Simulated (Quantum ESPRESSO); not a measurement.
# Hf (P6_3/mmc) in Quantum ESPRESSO: further runs, part 2 of 2

Quantum ESPRESSO 7.5.

## (3) Wannier functions, LDA

The input, pw.in:

```
&CONTROL
  calculation = 'scf'
  prefix = 'pwscf'
  outdir = './tmp'
  pseudo_dir = './pseudo'
  tprnfor = .true.
  tstress = .true.
  disk_io = 'low'
/
&SYSTEM
  ibrav = 0
  nat = 2
  ntyp = 1
  ecutwfc = 36
  ecutrho = 216
  nbnd = 19
  occupations = 'smearing'
  smearing = 'fd'
  degauss = 0.00367493
/
&ELECTRONS
  conv_thr = 4d-10
  electron_maxstep = 120
  mixing_beta = 0.5
/
ATOMIC_SPECIES
Hf   178.4900 Hf.LDA_PW-JTH.UPF
CELL_PARAMETERS angstrom
   3.1967000000    0.0000000000    0.0000000000
  -1.5983500000    2.7684234083    0.0000000000
   0.0000000000    0.0000000000    5.0578000000
ATOMIC_POSITIONS crystal
Hf     0.6666666667    0.3333333333    0.7500000000
Hf     0.3333333333    0.6666666667    0.2500000000
K_POINTS automatic
8 8 4 0 0 0
```

The input, nscf.in:

```
&CONTROL
  calculation = 'nscf'
  prefix = 'pwscf'
  outdir = './tmp'
  pseudo_dir = './pseudo'
  disk_io = 'low'
/
&SYSTEM
  ibrav = 0
  nat = 2
  ntyp = 1
  ecutwfc = 36
  ecutrho = 216
  nbnd = 37
  occupations = 'smearing'
  smearing = 'fd'
  degauss = 0.00367493
  nosym = .true.
  noinv = .true.
/
&ELECTRONS
  conv_thr = 1d-09
  electron_maxstep = 120
  mixing_beta = 0.5
  diago_full_acc = .true.
/
ATOMIC_SPECIES
Hf   178.4900 Hf.LDA_PW-JTH.UPF
CELL_PARAMETERS angstrom
   3.1967000000    0.0000000000    0.0000000000
  -1.5983500000    2.7684234083    0.0000000000
   0.0000000000    0.0000000000    5.0578000000
ATOMIC_POSITIONS crystal
Hf     0.6666666667    0.3333333333    0.7500000000
Hf     0.3333333333    0.6666666667    0.2500000000
K_POINTS crystal
108
  0.00000000   0.00000000   0.00000000 9.25925926e-03
  0.00000000   0.00000000   0.33333333 9.25925926e-03
  0.00000000   0.00000000   0.66666667 9.25925926e-03
  0.00000000   0.16666667   0.00000000 9.25925926e-03
  0.00000000   0.16666667   0.33333333 9.25925926e-03
  0.00000000   0.16666667   0.66666667 9.25925926e-03
[... 100 lines left out ...]
  0.83333333   0.83333333   0.33333333 9.25925926e-03
  0.83333333   0.83333333   0.66666667 9.25925926e-03
```

The input, pw2wan.in:

```
&INPUTPP
  prefix = 'pwscf'
  outdir = './tmp'
  seedname = 'w'
  write_mmn = .true.
  write_amn = .true.
  scdm_proj = .true.
  scdm_entanglement = 'erfc'
  scdm_mu = 18.82
  scdm_sigma = 2
/
```

The input, bands.in:

```
&CONTROL
  calculation = 'bands'
  prefix = 'pwscf'
  outdir = './tmp'
  pseudo_dir = './pseudo'
  disk_io = 'low'
/
&SYSTEM
  ibrav = 0
  nat = 2
  ntyp = 1
  ecutwfc = 36
  ecutrho = 216
  nbnd = 37
  occupations = 'smearing'
  smearing = 'fd'
  degauss = 0.00367493
/
&ELECTRONS
  conv_thr = 1d-08
  electron_maxstep = 120
  mixing_beta = 0.5
  diago_full_acc = .true.
/
ATOMIC_SPECIES
Hf   178.4900 Hf.LDA_PW-JTH.UPF
CELL_PARAMETERS angstrom
   3.1967000000    0.0000000000    0.0000000000
  -1.5983500000    2.7684234083    0.0000000000
   0.0000000000    0.0000000000    5.0578000000
ATOMIC_POSITIONS crystal
Hf     0.6666666667    0.3333333333    0.7500000000
Hf     0.3333333333    0.6666666667    0.2500000000
K_POINTS crystal
90
  0.00000000   0.00000000   0.00000000 1
  0.04166700   0.00000000   0.00000000 1
  0.08333300   0.00000000   0.00000000 1
  0.12500000   0.00000000   0.00000000 1
  0.16666700   0.00000000   0.00000000 1
  0.20833300   0.00000000   0.00000000 1
[... 82 lines left out ...]
  0.33333300   0.33333300   0.42857100 1
  0.33333300   0.33333300   0.50000000 1
```

The input, w.win:

```
num_wann = 18
num_bands = 29
auto_projections = true
dis_num_iter = 0
num_iter = 400
conv_tol = 1.0d-9
conv_window = 4
num_print_cycles = 40
fermi_energy = 14.8203
bands_plot = true
write_hr = true
mp_grid = 6 6 3
exclude_bands = 1-8
begin unit_cell_cart
ang
  3.1967000000   0.0000000000   0.0000000000
 -1.5983500000   2.7684234083   0.0000000000
  0.0000000000   0.0000000000   5.0578000000
end unit_cell_cart
begin atoms_frac
Hf   0.6666666667   0.3333333333   0.7500000000
Hf   0.3333333333   0.6666666667   0.2500000000
end atoms_frac
begin kpoint_path
G   0.0000000000   0.0000000000   0.0000000000  M   0.5000000000   0.0000000000   0.0000000000
M   0.5000000000   0.0000000000   0.0000000000  K   0.3333333333   0.3333333333   0.0000000000
K   0.3333333333   0.3333333333   0.0000000000  G   0.0000000000   0.0000000000   0.0000000000
G   0.0000000000   0.0000000000   0.0000000000  A   0.0000000000   0.0000000000   0.5000000000
A   0.0000000000   0.0000000000   0.5000000000  L   0.5000000000   0.0000000000   0.5000000000
L   0.5000000000   0.0000000000   0.5000000000  H   0.3333333333   0.3333333333   0.5000000000
H   0.3333333333   0.3333333333   0.5000000000  A   0.0000000000   0.0000000000   0.5000000000
L   0.5000000000   0.0000000000   0.5000000000  M   0.5000000000   0.0000000000   0.0000000000
K   0.3333333333   0.3333333333   0.0000000000  H   0.3333333333   0.3333333333   0.5000000000
end kpoint_path
bands_num_points = 12
begin kpoints
  0.00000000   0.00000000   0.00000000
  0.00000000   0.00000000   0.33333333
  0.00000000   0.00000000   0.66666667
  0.00000000   0.16666667   0.00000000
  0.00000000   0.16666667   0.33333333
  0.00000000   0.16666667   0.66666667
[... 100 lines left out ...]
  0.83333333   0.83333333   0.33333333
  0.83333333   0.83333333   0.66666667
end kpoints
```

Potentials or basis: JTH 2.0 LDA.

Run with:

```
$ OMP_NUM_THREADS=1 pw.x -in pw.in > pw.out
$ OMP_NUM_THREADS=1 pw.x -in nscf.in > nscf.out
$ wannier90.x -pp w
$ OMP_NUM_THREADS=1 pw2wannier90.x -in pw2wan.in > pw2wan.out
$ wannier90.x w
$ OMP_NUM_THREADS=1 pw.x -in bands.in > bands.out
```

pw.out:

```text
This program is part of the open-source Quantum ESPRESSO suite
     for quantum simulation of materials; please cite
         "P. Giannozzi et al., J. Phys.:Condens. Matter 21 395502 (2009);
         "P. Giannozzi et al., J. Phys.:Condens. Matter 29 465901 (2017);
         "P. Giannozzi et al., J. Chem. Phys. 152 154105 (2020);
     in publications or presentations arising from this work. More details at

     file Hf.LDA_PW-JTH.UPF: wavefunction(s)  5S 5P 6P 5D 0D renormalized
     Message from routine setup:
     using ibrav=0 with symmetry is DISCOURAGED, use correct ibrav instead

     G-vector sticks info
     --------------------
     sticks:   dense  smooth     PW     G-vecs:    dense   smooth      PW
     Sum         547     361    121                16251     8869    1581

     Using Slab Decomposition

     bravais-lattice index     =            0
     lattice parameter (alat)  =       6.0409  a.u.
     unit-cell volume          =     302.0596 (a.u.)^3
     number of atoms/cell      =            2
     number of atomic types    =            1
     number of electrons       =        24.00
     number of Kohn-Sham states=           19
     kinetic-energy cutoff     =      36.0000  Ry
     charge density cutoff     =     216.0000  Ry
     scf convergence threshold =      4.0E-10
     mixing beta               =       0.5000
     number of iterations used =            8  plain     mixing
     Exchange-correlation= SLA PW NOGX NOGC
                           (   1   4   0   0   0   0   0)

     celldm(1)=   6.040888  celldm(2)=   0.000000  celldm(3)=   0.000000
     celldm(4)=   0.000000  celldm(5)=   0.000000  celldm(6)=   0.000000

     crystal axes: (cart. coord. in units of alat)
               a(1) = (   1.000000   0.000000   0.000000 )
               a(2) = (  -0.500000   0.866025   0.000000 )
               a(3) = (   0.000000   0.000000   1.582194 )

     reciprocal axes: (cart. coord. in units 2 pi/alat)
               b(1) = (  1.000000  0.577350 -0.000000 )
               b(2) = (  0.000000  1.154701  0.000000 )
               b(3) = (  0.000000 -0.000000  0.632034 )

     PseudoPot. # 1 for Hf read from file:
     Hf.LDA_PW-JTH.UPF
     Pseudo is Projector augmented-wave + core cor, Zval = 12.0
     Generated using ATOMPAW code
     Shape of augmentation charge: SINC**2
     Using radial grid of 1119 points,  6 beta functions with:
                l(1) =   0
                l(2) =   0
                l(3) =   1
                l(4) =   1
                l(5) =   2
[... 44 lines left out ...]
        k(   29) = (   0.2500000   0.5773503   0.1580084), wk =   0.0937500
        k(   30) = (   0.2500000   0.5773503  -0.3160168), wk =   0.0468750

     Dense  grid:    16251 G-vectors     FFT dimensions: (  30,  30,  48)

     Smooth grid:     8869 G-vectors     FFT dimensions: (  24,  24,  40)

     Check: negative core charge=   -0.000003

     Initial potential from superposition of free atoms

     starting charge      23.9969, renormalised to      24.0000
     Starting wfcs are   36 randomized atomic wfcs

     Self-consistent Calculation

     iteration #  1     ecut=    36.00 Ry     beta= 0.50
     Davidson diagonalization with overlap
     ethr =  1.00E-02,  avg # of iterations =  1.9

     Threshold (ethr) on eigenvalues was too large:
     Diagonalizing with lowered threshold

     Davidson diagonalization with overlap
     ethr =  1.51E-04,  avg # of iterations =  1.9

     total energy              =   -1356.44554114 Ry
     estimated scf accuracy    <       0.03747742 Ry
[... 43 lines left out ...]
     iteration #  8     ecut=    36.00 Ry     beta= 0.50
     Davidson diagonalization with overlap
     ethr =  6.55E-11,  avg # of iterations =  2.2

     End of self-consistent calculation

          k = 0.0000 0.0000 0.0000 (  1087 PWs)   bands (ev):

   -47.1474 -47.0759 -16.2683 -15.5216 -15.5216 -15.3922 -15.3922 -15.3922
     7.4101  11.0496  15.5100  15.8878  15.8878  16.1659  16.6998  16.6998
    17.3214  17.3214  20.0276
[... 63 lines left out ...]
   -47.0809 -47.0809 -16.0998 -16.0998 -15.6065 -15.6065 -15.5724 -15.5724
    11.2748  11.2748  13.8494  13.8494  15.5549  15.5549  17.2976  17.2976
    20.1448  20.1668  20.1668

          k = 0.0000-0.5774 0.0000 (  1100 PWs)   bands (ev):

   -47.0874 -47.0639 -16.0957 -15.9482 -15.8988 -15.6987 -15.6151 -15.4826
    11.4129  12.0134  12.5379  14.0262  15.4914  15.6221  16.4107  20.5768
    21.0881  21.1461  21.8863

          k = 0.0000-0.5774 0.1580 (  1094 PWs)   bands (ev):

   -47.0839 -47.0673 -16.1680 -16.0478 -15.7600 -15.6677 -15.5750 -15.5148
    11.1281  11.9568  13.4192  13.4629  15.9527  15.9712  16.2084  19.4178
    20.7064  21.0248  21.2960

          k = 0.0000-0.5774-0.3160 (  1132 PWs)   bands (ev):

   -47.0756 -47.0756 -16.1667 -16.1667 -15.6053 -15.6053 -15.5918 -15.5918
    11.3531  11.3531  13.7665  13.7665  16.0055  16.0055  17.3518  17.3518
    20.8125  20.8645  20.8651

          k = 0.1250 0.2165 0.0000 (  1090 PWs)   bands (ev):
[... 85 lines left out ...]
   -47.0719 -47.0719 -16.0843 -16.0843 -15.8155 -15.8155 -15.5327 -15.5327
    12.4889  12.4889  13.8088  13.8088  14.5516  14.5516  17.2225  17.2225
    19.9779  19.9779  22.7509

     the Fermi energy is    14.8203 ev

!    total energy              =   -1356.44619850 Ry
     total all-electron energy =     -1356.446199 Ry
     estimated scf accuracy    <          8.6E-11 Ry
     smearing contrib. (-TS)   =      -0.00075231 Ry
     internal energy E=F+TS    =   -1356.44544619 Ry

     The total energy is F=E-TS. E is the sum of the following terms:
     one-electron contribution =     -33.90574584 Ry
     hartree contribution      =      25.14123553 Ry
     xc contribution           =     -52.84738525 Ry
     ewald contribution        =    -156.16936644 Ry
     one-center paw contrib.   =   -1138.66418419 Ry

     convergence has been achieved in   8 iterations

     Forces acting on atoms (cartesian axes, Ry/au):

     atom    1 type  1   force =     0.00000000    0.00000000    0.00000000
     atom    2 type  1   force =     0.00000000    0.00000000    0.00000000

     Total force =     0.000000     Total SCF correction =     0.000000

     Computing stress (Cartesian axis) and pressure

          total   stress  (Ry/bohr**3)                   (kbar)     P=      -79.40
  -0.00053093   0.00000000  -0.00000000          -78.10        0.00       -0.00
   0.00000000  -0.00053093   0.00000000            0.00      -78.10        0.00
   0.00000000  -0.00000000  -0.00055731            0.00       -0.00      -81.98

=------------------------------------------------------------------------------=
   JOB DONE.
=------------------------------------------------------------------------------=
```

Run time: 1.7 min. Hardware: 1 thread of Arm Neoverse V2, shared host; peak memory 0.09 GiB.

What came out:

```yaml
Free_energy: -18455.3907 eV
Pressure: -7.9 GPa
Band_gap_on_the_k_mesh: none (metal or under the smearing width)
Total_Wannier_spread: 56.71 Å² over 18 functions
RMS_miss_of_the_Wannier_bands: 0.082 eV
```

Levels at the corners of the path, in eV from the Fermi level:
| point | band 9 | band 10 | band 11 | band 12 | band 13 | band 14 | band 15 | band 16 |
| --- | --- | --- | --- | --- | --- | --- | --- | --- |
| Γ | -7.41 | -3.77 | 0.69 | 1.07 | 1.07 | 1.35 | 1.88 | 1.88 |
| M | -3.41 | -2.81 | -2.28 | -0.79 | 0.67 | 0.80 | 1.59 | 5.76 |
| K | -2.20 | -1.83 | -1.83 | -1.45 | 0.29 | 0.29 | 1.95 | 5.09 |
| Γ | -7.41 | -3.77 | 0.69 | 1.07 | 1.07 | 1.35 | 1.88 | 1.88 |
| A | -5.43 | -5.43 | 0.08 | 0.08 | 0.95 | 0.95 | 0.95 | 0.95 |
| L | -3.47 | -3.47 | -1.05 | -1.05 | 1.19 | 1.19 | 2.53 | 2.53 |
| H | -1.85 | -1.85 | -1.49 | -1.49 | -0.21 | -0.21 | 2.40 | 2.40 |
| A | -5.43 | -5.43 | 0.08 | 0.08 | 0.95 | 0.95 | 0.95 | 0.95 |
| L | -3.47 | -3.47 | -1.05 | -1.05 | 1.19 | 1.19 | 2.53 | 2.53 |
| M | -3.41 | -2.81 | -2.28 | -0.79 | 0.67 | 0.80 | 1.59 | 5.76 |
| K | -2.20 | -1.83 | -1.83 | -1.45 | 0.29 | 0.29 | 1.95 | 5.09 |
| H | -1.85 | -1.85 | -1.49 | -1.49 | -0.21 | -0.21 | 2.40 | 2.40 |

Wannier functions:
```tsv
function	nearest atom	distance (Å)	spread (Å²)	on-site energy from the reference level (eV)
1	1 Hf	0.19	1.96	4.09
2	2 Hf	0.06	1.80	3.90
3	2 Hf	0.03	1.80	3.98
4	1 Hf	0.04	2.19	4.33
5	1 Hf	0.40	3.31	5.07
6	2 Hf	0.08	1.93	4.26
7	1 Hf	0.37	2.31	4.24
8	2 Hf	0.06	2.01	4.46
9	2 Hf	1.44	6.38	8.25
10	1 Hf	1.28	4.12	6.52
11	2 Hf	0.05	1.96	3.98
12	1 Hf	0.30	2.09	4.03
13	1 Hf	0.41	3.11	5.01
14	2 Hf	2.00	4.45	8.10
15	2 Hf	1.69	4.49	6.18
16	1 Hf	1.81	4.62	7.02
17	1 Hf	1.61	4.06	5.88
18	2 Hf	1.46	4.13	6.13
```

Parts of the spread (Å²): invariant 33.30, diagonal 0.948, off-diagonal 22.46, total 56.71. Against the direct bands the interpolation misses by 82 meV (root mean square) and 278 meV at most, for states up to 1 eV over the reference level.

Caveat: the cutoff is low for these files, which shifts pressure and relaxed volume; spin-orbit coupling is left out, which moves the levels of the heavy elements.

## (4) Hubbard U by linear response, LDA+U

Edit pw.in of step 3 so:

```diff
@@ -15,6 +15,6 @@
   ecutrho = 216
-  nbnd = 19
+  nbnd = 22
   occupations = 'smearing'
-  smearing = 'fd'
-  degauss = 0.00367493
+  smearing = 'gaussian'
+  degauss = 0.01999163
 /
@@ -23,3 +23,3 @@
   electron_maxstep = 120
-  mixing_beta = 0.5
+  mixing_beta = 0.3
 /
@@ -36 +36,3 @@
 8 8 4 0 0 0
+HUBBARD {atomic}
+U Hf-5d 4.5
```

The input, scf2.in:

```
&CONTROL
  calculation = 'scf'
  prefix = 'pwscf'
  outdir = './tmp'
  pseudo_dir = './pseudo'
  tprnfor = .true.
  tstress = .true.
  disk_io = 'low'
/
&SYSTEM
  ibrav = 0
  nat = 2
  ntyp = 1
  ecutwfc = 36
  ecutrho = 216
  nbnd = 22
  occupations = 'smearing'
  smearing = 'gaussian'
  degauss = 0.01999163
/
&ELECTRONS
  conv_thr = 1d-13
  electron_maxstep = 120
  mixing_beta = 0.3
  startingpot = 'file'
  startingwfc = 'file'
/
ATOMIC_SPECIES
Hf   178.4900 Hf.LDA_PW-JTH.UPF
CELL_PARAMETERS angstrom
   3.1967000000    0.0000000000    0.0000000000
  -1.5983500000    2.7684234083    0.0000000000
   0.0000000000    0.0000000000    5.0578000000
ATOMIC_POSITIONS crystal
Hf     0.6666666667    0.3333333333    0.7500000000
Hf     0.3333333333    0.6666666667    0.2500000000
K_POINTS automatic
8 8 4 0 0 0
HUBBARD {atomic}
U Hf-5d 4.5
```

The input, hp.in:

```
&INPUTHP
  prefix = 'pwscf'
  outdir = './tmp'
  nq1 = 2
  nq2 = 2
  nq3 = 2
  conv_thr_chi = 1d-06
  niter_max = 80
  iverbosity = 1
  alpha_mix(1) = 0.15
/
```

Potentials or basis: JTH 2.0 LDA.

Run with:

```
$ OMP_NUM_THREADS=1 pw.x -in pw.in > pw.out
$ OMP_NUM_THREADS=1 pw.x -in scf2.in > scf2.out
$ OMP_NUM_THREADS=1 hp.x -in hp.in > hp.out
```

pw.out:

```text
This program is part of the open-source Quantum ESPRESSO suite
     for quantum simulation of materials; please cite
         "P. Giannozzi et al., J. Phys.:Condens. Matter 21 395502 (2009);
         "P. Giannozzi et al., J. Phys.:Condens. Matter 29 465901 (2017);
         "P. Giannozzi et al., J. Chem. Phys. 152 154105 (2020);
     in publications or presentations arising from this work. More details at

     file Hf.LDA_PW-JTH.UPF: wavefunction(s)  5S 5P 6P 5D 0D renormalized
     Message from routine setup:
     using ibrav=0 with symmetry is DISCOURAGED, use correct ibrav instead

     G-vector sticks info
     --------------------
     sticks:   dense  smooth     PW     G-vecs:    dense   smooth      PW
     Sum         547     361    121                16251     8869    1581

     Using Slab Decomposition

     bravais-lattice index     =            0
     lattice parameter (alat)  =       6.0409  a.u.
     unit-cell volume          =     302.0596 (a.u.)^3
[... 488 lines left out ...]
   -47.0551 -47.0551 -16.0810 -16.0810 -15.8111 -15.8111 -15.5170 -15.5170
    12.5025  12.5025  13.7537  13.7537  14.4511  14.4511  17.2153  17.2153
    19.8780  19.8780  22.7417  22.7417  23.8768  23.8768

     the Fermi energy is    14.6726 ev

!    total energy              =   -1355.62516927 Ry
     total all-electron energy =     -1355.625169 Ry
     estimated scf accuracy    <          2.3E-11 Ry
     smearing contrib. (-TS)   =      -0.00339711 Ry
     internal energy E=F+TS    =   -1355.62177216 Ry

     The total energy is F=E-TS. E is the sum of the following terms:
     one-electron contribution =     -33.91628447 Ry
     hartree contribution      =      25.15985067 Ry
     xc contribution           =     -52.85172754 Ry
     ewald contribution        =    -156.16936644 Ry
     Hubbard energy            =       0.82074760 Ry
     one-center paw contrib.   =   -1138.66499197 Ry

     convergence has been achieved in  13 iterations

     Forces acting on atoms (cartesian axes, Ry/au):

     atom    1 type  1   force =     0.00000000    0.00000000    0.00000000
     atom    2 type  1   force =     0.00000000    0.00000000    0.00000000

     Total force =     0.000000     Total SCF correction =     0.000000

     Computing stress (Cartesian axis) and pressure

          total   stress  (Ry/bohr**3)                   (kbar)     P=      -89.85
  -0.00059740  -0.00000000   0.00000000          -87.88       -0.00        0.00
  -0.00000000  -0.00059740   0.00000000           -0.00      -87.88        0.00
   0.00000000   0.00000000  -0.00063755            0.00        0.00      -93.79

=------------------------------------------------------------------------------=
   JOB DONE.
=------------------------------------------------------------------------------=
```

hp.out:

```text
This program is part of the open-source Quantum ESPRESSO suite
     for quantum simulation of materials; please cite
         "P. Giannozzi et al., J. Phys.:Condens. Matter 21 395502 (2009);
         "P. Giannozzi et al., J. Phys.:Condens. Matter 29 465901 (2017);
         "P. Giannozzi et al., J. Chem. Phys. 152 154105 (2020);
     in publications or presentations arising from this work. More details at
[... 615 lines left out ...]

     Post-processing calculation of Hubbard parameters ...

     PRINTING TIMING FROM PWSCF ROUTINES:

     PRINTING TIMING FROM HP ROUTINES:

     PRINTING TIMING FROM LR MODULE:

     USPP ROUTINES:

=------------------------------------------------------------------------------=
   JOB DONE.
=------------------------------------------------------------------------------=
```

Wall time 6.5 min (1 thread of Arm Neoverse V1, shared host); peak memory 0.1 GiB.

What came out:

| Property | Result |
| --- | --- |
| Free energy | -18444.2200 eV |
| Pressure | -9.0 GPa |
| Band gap on the k mesh | none (metal or under the smearing width) |
| Hubbard U from linear response | 1.43, 1.43 eV |

Eigenvalues of the final occupation matrices:
| site | spin | trace | eigenvalues |
| --- | --- | --- | --- |
| Hf 1 5d | each | 2.59 | 0.47 0.47 0.53 0.53 0.58 |
| Hf 2 5d | each | 2.59 | 0.47 0.47 0.53 0.53 0.58 |

Hubbard U from linear response:
```
site  manifold  U (eV)
   1     Hf-5d    1.43
   2     Hf-5d    1.43
```
On the first site the bare response is -1.290 and the screened one -0.443 eV⁻¹.

Caveat: the cutoff is low for these files, which shifts pressure and relaxed volume; on PAW files with symmetry the computed U can be off by some tenths of an eV for atoms off the origin; U without spin polarisation on a metal has little footing; the U is typed as a test and isn't derived for this compound. The run has no spin-orbit coupling, so splittings on Hf are missing.

## (5) The runs side by side

```csv
task,level,U,cell,smearing,mixing beta,q mesh,k mesh for the Wannier functions,start of the occupations,hubbard projectors,gap on the mesh (eV),pressure (GPa)
phonon dispersion,LDA,-,relaxed,cold 0.2 eV,0.5,2 × 2 × 2,-,-,-,none,0.0
Wannier functions,LDA,-,as given,fermi-dirac 0.05 eV,0.5,-,6 × 6 × 3,-,-,none,-7.9
Hubbard U by linear response,LDA+U,Hf d U = 4.5 eV,as given,gaussian 0.272 eV,0.3,2 × 2 × 2,-,default,atomic,none,-9.0
```

Alike in all rows: potentials or basis JTH 2.0 LDA; no spin polarisation; k mesh 8 × 8 × 4; cutoff (eV) 490.

Caveats: the cutoff is low for these files, which shifts pressure and relaxed volume; the mesh is thin for the phonons of a metal (some runs); spin-orbit coupling is left out, which moves the levels of the heavy elements (some runs); on PAW files with symmetry the computed U can be off by some tenths of an eV for atoms off the origin (some runs); U without spin polarisation on a metal has little footing (some runs); the U is typed as a test and isn't derived for this compound (some runs).

Total energies depend on the potentials used, so only differences within one code and one set of settings carry meaning.
